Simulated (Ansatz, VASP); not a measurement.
## Si3O2: VASP beside Ansatz

```
Si O
1.0
     3.54509    0.00000    0.00000
    -1.77255    3.07014    0.00000
     0.00000    0.00000   10.60093
Si O
6 4
Direct
  0.00000 0.00000 0.25000
  0.00000 0.00000 0.75000
  0.33333 0.66667 0.93000
  0.66667 0.33333 0.43000
  0.33333 0.66667 0.57000
  0.66667 0.33333 0.07000
  0.33333 0.66667 0.14300
  0.66667 0.33333 0.64300
  0.33333 0.66667 0.35700
  0.66667 0.33333 0.85700
```

Change from the starting cell: species swapped into the Sn3Pt2 type (P6_3/mmc, No. 194).

Alike in both runs: task single point; functional PBE; k mesh 6 × 6 × 2; occupations gaussian, width 0.1 eV; no spin polarisation.

|  | VASP | Ansatz |
| --- | --- | --- |
| version | VASP 6.6.1 | Ansatz 0.2.0 |
| potentials or method | VASP PAW PBE potentials, release 64 (Si, O) | scalar-relativistic, plane waves, PAW |
| plane-wave cutoff (eV) | 520 | 420 |
| valence electrons in the cell | 48 | 48 |

Ansatz gave:

* gap on the k mesh at the Fermi level (eV): none
* pressure (GPa): 20.1
* largest component of the traceless stress (GPa): 12.72
* rms of the force components (eV/Å): 0.361

Task: Estimate VASP's values.

Result: gap on the k mesh at the Fermi level (eV): none; pressure (GPa): 20.1; largest component of the traceless stress (GPa): 12.68; rms of the force components (eV/Å): 0.359.

Atom by atom the forces differ by 0.002 eV/Å (rms over components). A gap of «none» marks a metal or a gap that the smearing closes.

Caveats: so large a pressure means that the cell lies far from this level's equilibrium, or that cutoff or potentials fall short (VASP).
